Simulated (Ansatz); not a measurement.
Mn: what changed settings do

The reference input for Ansatz (plane-wave DFT with PAW):

```yaml
crystal:
  lattice:
    - [-2.2001468975, 2.2001468975, 1.23324403]
    - [2.2001468975, -2.2001468975, 1.23324403]
    - [2.2001468975, 2.2001468975, -1.23324403]
  atoms:
    - { symbol: Mn, position: [0.75, 0.25, 0.5], spin: 4.0 }
    - { symbol: Mn, position: [0.0, 0.0, 0.0], spin: 4.0 }
basis:
  ecutwfc: 420
kpoints:
  mp_grid: { grid: [6, 6, 6] }
hamiltonian:
  xc: pbe
scf:
  occupations: { method: gaussian, width: 0.1 }
  lower_state_search: "off"
output:
  forces: true
  stress: true
  eigenvalues: true
  populations: true
magnetization:
  spin_polarized: true
```

Command:

```bash
ansatz run input.yaml --threads 1 --pin off --max-ram 1331MiB --backend cpu --events-out ev --progress --plain --runs-dir out
```

The run converges in 14 SCF iterations on 30 irreducible k-points: pressure 0.64 GPa, no gap, cell moment 2.45 μB.

The inputs are trials, many of them unsound on purpose. Their numbers show the effect of the settings and aren't properties of the material. Each trial's input is given as a difference from the reference's; energies are extrapolated to zero smearing where there is one, and pressure is positive in compression. Charged cells sit in a uniform background, and their pressures hang on that convention.

Trial 1:

```diff
 crystal:
   atoms:
-    - { symbol: Mn, position: [0.75, 0.25, 0.5], spin: 4.0 }
-    - { symbol: Mn, position: [0.0, 0.0, 0.0], spin: 4.0 }
+    - { symbol: Mn, position: [0.75, 0.25, 0.5], spin: 1.28 }
+    - { symbol: Mn, position: [0.0, 0.0, 0.0], spin: 1.28 }
+total_charge: 2
 scf:
-  occupations: { method: gaussian, width: 0.1 }
+  occupations: { method: explicit }
+  max_iter: 82
```

The program refuses the input:

```text
Error: invalid value for `scf.occupations.values`: required for method: explicit
```

Next try, with these keys changed back:

```diff
 scf:
-  occupations: { method: explicit }
+  occupations: { method: gaussian, width: 0.1 }
```

The run converges in 30 SCF iterations on 30 irreducible k-points: pressure 80.36 GPa (with the neutralising background of the charged cell), no gap, cell moment 0.00 μB. It warns that the starting moments were lost.

Trial 2:

```diff
 crystal:
   atoms:
-    - { symbol: Mn, position: [0.75, 0.25, 0.5], spin: 4.0 }
-    - { symbol: Mn, position: [0.0, 0.0, 0.0], spin: 4.0 }
+    - { symbol: Mn, position: [0.75, 0.25, 0.5], spin: 1.28 }
+    - { symbol: Mn, position: [0.0, 0.0, 0.0], spin: 1.28 }
+total_charge: 0.5
 kpoints:
-  mp_grid: { grid: [6, 6, 6] }
+  mp_grid: { grid: [7, 1, 6] }
 scf:
-  occupations: { method: gaussian, width: 0.1 }
+  occupations: { method: fermi_dirac }
```

The run converges in 17 SCF iterations on 22 irreducible k-points: pressure 10.44 GPa (with the neutralising background of the charged cell), largest force 0.559 eV/Å, no gap, cell moment 2.22 μB. It warns that the mesh lowers the symmetry.

Trial 3:

```diff
 crystal:
   atoms:
-    - { symbol: Mn, position: [0.75, 0.25, 0.5], spin: 4.0 }
-    - { symbol: Mn, position: [0.0, 0.0, 0.0], spin: 4.0 }
+    - { symbol: Mn, position: [0.75, 0.25, 0.5], spin: 1.28 }
+    - { symbol: Mn, position: [0.0, 0.0, 0.0], spin: 1.28 }
 kpoints:
-  mp_grid: { grid: [6, 6, 6] }
+  mp_grid: { grid: [1, 2, 4] }
 scf:
+  mixing: { beta: 0.18, ndim: 4 }
+  max_iter: 72
```

The run converges in 22 SCF iterations on 5 irreducible k-points: energy 738 meV per atom below the reference, pressure -13.69 GPa, largest force 0.906 eV/Å, no gap, cell moment 2.00 μB. It warns that the mesh lowers the symmetry.

Trial 4 (volume scaled):

```diff
 crystal:
   lattice:
-    - [-2.2001468975, 2.2001468975, 1.23324403]
-    - [2.2001468975, -2.2001468975, 1.23324403]
-    - [2.2001468975, 2.2001468975, -1.23324403]
+    - [-2.5016360304, 2.5016360304, 1.402237143]
+    - [2.5016360304, -2.5016360304, 1.402237143]
+    - [2.5016360304, 2.5016360304, -1.402237143]
   atoms:
-    - { symbol: Mn, position: [0.75, 0.25, 0.5], spin: 4.0 }
-    - { symbol: Mn, position: [0.0, 0.0, 0.0], spin: 4.0 }
+    - { symbol: Mn, position: [0.75, 0.25, 0.5], spin: 1.28 }
+    - { symbol: Mn, position: [0.0, 0.0, 0.0], spin: 1.28 }
 basis:
+  ecutrho_ratio: 1
 kpoints:
-  mp_grid: { grid: [6, 6, 6] }
+  mp_grid: { grid: [2, 2, 2], shift: [0.5, 0.5, 0] }
 scf:
+  max_iter: 97
```

The run converges in 16 SCF iterations on 3 irreducible k-points: energy 518 meV per atom above the reference, pressure -24.20 GPa, no gap, cell moment 4.50 μB. It warns that the density cutoff lies under the recommended one; that the mesh lowers the symmetry.

Trial 5:

```diff
 crystal:
   atoms:
-    - { symbol: Mn, position: [0.75, 0.25, 0.5], spin: 4.0 }
-    - { symbol: Mn, position: [0.0, 0.0, 0.0], spin: 4.0 }
+    - { symbol: Mn, position: [0.75, 0.25, 0.5] }
+    - { symbol: Mn, position: [0.0, 0.0, 0.0] }
 basis:
-  ecutwfc: 420
+  ecutwfc: "31 Ry"
 kpoints:
-  mp_grid: { grid: [6, 6, 6] }
+  mp_grid: { kspacing: 1.3 }
 hamiltonian:
-  xc: pbe
+  xc: pw92
+  dispersion: rvv10
 scf:
-  lower_state_search: "off"
+  max_iter: 40
 output:
-  populations: true
```

The program refuses the input:

```text
Error: inconsistent input (hamiltonian.dispersion, hamiltonian.xc): `dispersion: rvv10` has no canonical (b, C) pairing for the chosen semilocal exchange/correlation — only rPW86-x + PBE96-c (the original rVV10) and r²SCAN are tabulated
```

Next try, with these keys changed back:

```diff
 hamiltonian:
-  dispersion: rvv10
```

The run converges in 14 SCF iterations on 6 irreducible k-points: pressure -16.57 GPa, no gap, cell moment 2.11 μB. It warns that no starting moments were given.

Trial 6:

```diff
 crystal:
   atoms:
-    - { symbol: Mn, position: [0.75, 0.25, 0.5], spin: 4.0 }
-    - { symbol: Mn, position: [0.0, 0.0, 0.0], spin: 4.0 }
+    - { symbol: Mn, position: [0.75, 0.25, 0.5], spin: 1.28 }
+    - { symbol: Mn, position: [0.0, 0.0, 0.0], spin: 1.28 }
 kpoints:
-  mp_grid: { grid: [6, 6, 6] }
+  mp_grid: { kspacing: 0.86 }
```

The run converges in 14 SCF iterations on 13 irreducible k-points: energy 16.7 meV per atom above the reference, pressure -1.67 GPa, no gap, cell moment 1.96 μB.

Trial 7:

```diff
 crystal:
   atoms:
-    - { symbol: Mn, position: [0.75, 0.25, 0.5], spin: 4.0 }
-    - { symbol: Mn, position: [0.0, 0.0, 0.0], spin: 4.0 }
+    - { symbol: Mn, position: [0.75, 0.25, 0.5] }
+    - { symbol: Mn, position: [0.0, 0.0, 0.0] }
 basis:
+  ecutrho_ratio: 4
 kpoints:
-  mp_grid: { grid: [6, 6, 6] }
+  mp_grid: { grid: [4, 4, 4] }
 hamiltonian:
-  xc: pbe
+  xc: lda
 scf:
-  occupations: { method: gaussian, width: 0.1 }
-  lower_state_search: "off"
+  occupations: { method: cold, width: 0.36 }
+  convergence: { dr2_threshold: "1e-11 eV" }
 output:
-  populations: true
```

The run converges in 43 SCF iterations on 13 irreducible k-points: pressure -10.26 GPa, no gap, cell moment 0.00 μB. It warns that no starting moments were given; that the state wasn't tested for a lower one.

Trial 8:

```diff
 crystal:
   atoms:
-    - { symbol: Mn, position: [0.75, 0.25, 0.5], spin: 4.0 }
-    - { symbol: Mn, position: [0.0, 0.0, 0.0], spin: 4.0 }
+    - { symbol: Mn, position: [0.75, 0.25, 0.5], spin: 1.28 }
+    - { symbol: Mn, position: [0.0, 0.0, 0.0], spin: 1.28 }
 scf:
-  occupations: { method: gaussian, width: 0.1 }
+  occupations: { method: fermi_dirac, width: "600 K" }
+  n_extra_bands: 1
```

The program refuses the input:

```text
Error: inconsistent input (scf.n_extra_bands): n_bands = 16 cannot host the net starting moment |Σ_I m_I| = 2.5600 μB: with N_el = 30 the majority spin channel must hold (N_el + |M|)/2 = 16.2800 electrons at no more than one per band — at least 17 bands (16 bands cap the reachable moment at 2·n_bands − N_el = 2.0000 μB) …
```

Next try, with these keys changed back:

```diff
 scf:
-  n_extra_bands: 1
```

The run converges in 28 SCF iterations on 30 irreducible k-points: energy 0.06 meV per atom below the reference, pressure 0.47 GPa, no gap, cell moment 2.41 μB.

Trial 9:

```diff
 crystal:
   atoms:
-    - { symbol: Mn, position: [0.75, 0.25, 0.5], spin: 4.0 }
-    - { symbol: Mn, position: [0.0, 0.0, 0.0], spin: 4.0 }
+    - { symbol: Mn, position: [0.75, 0.25, 0.5], spin: 1.28 }
+    - { symbol: Mn, position: [0.0, 0.0, 0.0], spin: 1.28 }
-basis:
-  ecutwfc: 420
+basis: {}
 kpoints:
-  mp_grid: { grid: [6, 6, 6] }
+  mp_grid: { grid: [4, 4, 4] }
 hamiltonian:
+  pseudopotentials: { kind: nc }
 scf:
+  eigensolver: { mixed_precision: false }
+  max_iter: 30
+  convergence: { dr2_threshold: "1e-11 eV" }
```

The run converges in 17 SCF iterations on 13 irreducible k-points: at 1306 eV, the cutoff that these potentials take when none is typed, pressure -1.80 GPa, no gap, cell moment 1.95 μB.

Trial 10:

```diff
 crystal:
   atoms:
-    - { symbol: Mn, position: [0.75, 0.25, 0.5], spin: 4.0 }
-    - { symbol: Mn, position: [0.0, 0.0, 0.0], spin: 4.0 }
+    - { symbol: Mn, position: [0.75, 0.25, 0.5], spin: 1.28 }
+    - { symbol: Mn, position: [0.0, 0.0, 0.0], spin: 1.28 }
 scf:
+  max_iter: 40
```

The run converges in 21 SCF iterations on 30 irreducible k-points: the reference's energy to 0.01 meV per atom, pressure 0.64 GPa, no gap, cell moment 2.45 μB.